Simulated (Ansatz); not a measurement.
Wanted: the native input for an Ansatz 0.2.0 run.

- Task: single point
- Functional: PBE
- Potentials or basis: Ansatz PAW
- Cutoff: 420 eV (not typed: the program's choice for these potentials)
- k mesh: 8 × 8 × 8
- Occupations: gaussian, width 0.021 eV
- Spin: no spin polarisation

InPd:

```
CELL_PARAMETERS angstrom
3.27188 0.00000 0.00000
0.00000 3.27188 0.00000
0.00000 0.00000 3.27188
ATOMIC_POSITIONS crystal
In 0.00000 0.00000 0.00000
Pd 0.50000 0.50000 0.50000
```

The cell comes from a database or a generator and needn't be the stable form of this composition.

One way to write it, as run:

input.yaml

```yaml
crystal:
  lattice:
    - [3.27188478, 0.0, 0.0]
    - [0.0, 3.27188478, 0.0]
    - [0.0, 0.0, 3.27188478]
  atoms:
    - { symbol: In, position: [0.0, 0.0, 0.0] }
    - { symbol: Pd, position: [0.5, 0.5, 0.5] }
hamiltonian:
  xc: pbe
  pseudopotentials: { kind: paw }
kpoints:
  mp_grid: { grid: [8, 8, 8] }
scf:
  occupations: { method: gaussian, width: 0.021 }
output:
  forces: true
  stress: true
  eigenvalues: true
```

Potentials or basis: Ansatz PAW.

The run is started by

```sh
$ ansatz run input.yaml --threads 2 --pin off --max-ram 5632MiB --backend cpu --events-out ev --progress --plain --runs-dir out
```

It gave:

The pressure is 3.7 GPa and the band gap on the k mesh is none (metal or under the smearing width).

Wall time 0.77 s on 2 threads of Arm Neoverse V2, with other jobs on the host, peak memory 0.3 GiB.
